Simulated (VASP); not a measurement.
**SnTe: relaxation of cell and atoms with AM05**

SnTe:

```
CELL_PARAMETERS angstrom
0.00000 3.15085 3.15085
3.15085 0.00000 3.15085
3.15085 3.15085 0.00000
ATOMIC_POSITIONS crystal
Sn 0.00000 0.00000 0.00000
Te 0.50000 0.50000 0.50000
```

| Quantity | Value |
| --- | --- |
| Program | VASP 6.6.1 |
| Task | relaxation of cell and atoms |
| Functional | AM05 |
| Potentials or basis | VASP PAW PBE potentials, release 64 (Sn_d, Te) |
| Cutoff | 600 eV |
| k mesh | 10 × 10 × 10 |
| Occupations | gaussian, width 0.03 eV |
| Spin | no spin polarisation |
| Further INCAR settings | ALGO = Normal; EDIFF = 1e-07; IBRION = 2; EDIFFG = -0.005; NSW = 90; ISIF = 3 |

The pressure after relaxing is 0.0 GPa. The band gap on the k mesh is 0.12 eV, direct.

Final structure:
```cif
data_structure
_symmetry_space_group_name_H-M 'P 1'
_symmetry_Int_Tables_number 1
_cell_length_a 4.4560
_cell_length_b 4.4560
_cell_length_c 4.4560
_cell_angle_alpha 60.000
_cell_angle_beta 60.000
_cell_angle_gamma 60.000
_cell_volume 62.56
loop_
_atom_site_label
_atom_site_type_symbol
_atom_site_fract_x
_atom_site_fract_y
_atom_site_fract_z
_atom_site_occupancy
Sn1 Sn 0.00000 0.00000 0.00000 1
Te1 Te 0.50000 0.50000 0.50000 1
```

Levels at points of the mesh, in eV from the valence-band top:
| k point | band 7 | band 8 | band 9 | band 10 | band 11 | band 12 | band 13 | band 14 |
| --- | --- | --- | --- | --- | --- | --- | --- | --- |
| (0.00, 0.00, 0.00) | -4.69 | -2.12 | -2.12 | -2.12 | 3.36 | 3.36 | 3.36 | 4.76 |
| (0.50, 0.00, 0.00) | -8.33 | -1.78 | -1.78 | 0.00 | 0.12 | 0.38 | 0.38 | 7.77 |
| (0.50, 0.50, 0.00) | -6.47 | -5.57 | -3.72 | -3.72 | 2.17 | 4.94 | 4.94 | 6.40 |

Run time: 37 s on 1 thread of Intel(R) Xeon(R) 6975P-C (Granite Rapids), with other jobs on the host, peak memory 0.23 GiB.

Caveat: the relaxation stopped at its first step, so nothing moved; the PAW data sets were made with another functional, which shifts forces and pressure a little; spin-orbit coupling is left out, which moves the levels of the heavy elements. A k mesh can miss the band edges.
